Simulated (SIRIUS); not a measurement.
The system is NaF (Villiaumite).

```xyz
2
Lattice="0.0000 2.3200 2.3200 2.3200 0.0000 2.3200 2.3200 2.3200 0.0000" Properties=species:S:1:pos:R:3 pbc="T T T"
Na    0.0000    0.0000    0.0000
F     2.3200    2.3200    2.3200
```

Base run:

```yaml
Program: SIRIUS 7.10.0
Functional: PBEsol
Potentials_or_basis: PseudoDojo 0.4.1 PBE standard (scalar relativistic)
Cutoff: 1202 eV
Density_cutoff: 4809 eV
k_mesh: 10 × 10 × 10
Occupations: fermi-dirac, width 0.05 eV
Spin: no spin polarisation
```

Its results: band gap on the k mesh 6.14 eV; pressure -0.3 GPa.

Q: The run is repeated on the same cell with these changes: functional from PBEsol to LDA; libxc names from ["XC_GGA_X_PBE_SOL", "XC_GGA_C_PBE_SOL"] to ["XC_LDA_X", "XC_LDA_C_PW"]. What comes out?

A: Band gap on the k mesh 5.83 eV; pressure -4.2 GPa.

Caveats: the potentials were made for another functional, which shifts forces and pressure.

A k mesh can miss the band edges.
